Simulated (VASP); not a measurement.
# Zn: intraband terms of a metal's spectrum

Zn, P6_3/mmc (no. 194), 2 atoms in the cell. PBE, independent-particle dielectric function; PAW potentials Zn (PBE set).

## Input

INCAR.step1:
```
SYSTEM = Zn
EDIFF = 1E-7 ; ENCUT = 320
ISMEAR = 1 ; KPAR = 4
LASPH = .True. ; LCHARG = .True.
LMAXMIX = 4 ; LWAVE = .False.
PREC = Accurate ; SIGMA = 0.1
```

INCAR.step2:
```
SYSTEM = Zn
CSHIFT = 0.1 ; EDIFF = 1E-6
ENCUT = 320 ; ICHARG = 11
ISMEAR = 0 ; KPAR = 4
LASPH = .True. ; LCHARG = .False.
LMAXMIX = 4 ; LWAVE = .True.
NBANDS = 30 ; NEDOS = 3000
OMEGAMAX = 30 ; PREC = Accurate
SIGMA = 0.3
```

INCAR.step3, as INCAR.step2 but for:
```
- LWAVE = .True.
+ ALGO = None
+ ISTART = 1
+ LOPTICS = .True.
+ LWAVE = .False.
+ NELM = 1
```

INCAR.step4, as INCAR.step3 but for:
```
+ WPLASMAI = 0.03
```

INCAR.step5 to INCAR.step6 change the same tag again: WPLASMAI = 0.1, 0.3.

INCAR.step7, as INCAR.step6 but for:
```
- WPLASMAI = 0.3
+ RTIME = 20
```

INCAR.step8, as INCAR.step7 but for:
```
- RTIME = 20
+ RTIME = 5
```

INCAR.step9, as INCAR.step8 but for:
```
- RTIME = 5
+ LNABLA = .True.
```

INCAR.step10, as INCAR.step9 but for:
```
- ISMEAR = 0
- LNABLA = .True.
+ ISMEAR = -5
```

KPOINTS.step1:
```
k-points
0
Gamma
  11 11 6
```

KPOINTS.step2:
```
k-points
0
Gamma
  17 17 8
```

POSCAR:
```
Zn
1.0
    2.6700000000      0.0000000000      0.0000000000
   -1.3350000000      2.3122878281      0.0000000000
    0.0000000000      0.0000000000      4.9660000000
Zn
2
Direct
    0.6666666667      0.3333333333      0.7500000000
    0.3333333333      0.6666666667      0.2500000000
```

Commands (each step's output is kept before the next begins):
```
cat potpaw_PBE.64/Zn/POTCAR > POTCAR
cp INCAR.step1 INCAR
cp KPOINTS.step1 KPOINTS
mpirun -np 4 vasp_std > vasp.out
cp INCAR.step2 INCAR
cp KPOINTS.step2 KPOINTS
mpirun -np 4 vasp_std > vasp.out
cp INCAR.step3 INCAR
mpirun -np 4 vasp_std > vasp.out
cp INCAR.step4 INCAR
mpirun -np 4 vasp_std > vasp.out
cp INCAR.step5 INCAR
mpirun -np 4 vasp_std > vasp.out
cp INCAR.step6 INCAR
mpirun -np 4 vasp_std > vasp.out
cp INCAR.step7 INCAR
mpirun -np 4 vasp_std > vasp.out
cp INCAR.step8 INCAR
mpirun -np 4 vasp_std > vasp.out
cp INCAR.step9 INCAR
mpirun -np 4 vasp_std > vasp.out
cp INCAR.step10 INCAR
mpirun -np 4 vasp_std > vasp.out
```

## Result

- Bands: 30

One ground state, settings moved in the last step alone:

| Settings | Plasma frequency (eV) | Im ε at 0.5 eV | Im ε at 1 eV | Im ε at 2 eV | Im ε at 4 eV | Time (s) |
|---|---|---|---|---|---|---|
| interband part alone | 9.28 | 56.6 | 44.0 | 33.6 | 2.9 | 17 |
| Drude term, WPLASMAI 0.03 | 9.28 | 77.2 | 46.5 | 33.9 | 3.0 | 14 |
| Drude term, WPLASMAI 0.1 | 9.28 | 122.9 | 52.5 | 34.7 | 3.1 | 16 |
| Drude term, WPLASMAI 0.3 | 9.28 | 208.7 | 67.7 | 36.8 | 3.3 | 12 |
| relaxation time RTIME 20 fs | 9.28 | 79.2 | 46.8 | 34.0 | 3.0 | 12 |
| relaxation time RTIME 5 fs | 9.28 | 141.5 | 55.1 | 35.0 | 3.1 | 16 |
| transversal form (LNABLA) | 9.37 | 57.9 | 44.9 | 34.3 | 3.0 | 17 |
| tetrahedron method | – | – | – | – | – | no result |

VASP 6.6.1 took 131 s on 4 cores (AMD EPYC 7R43 (Zen 3)), a shared host.
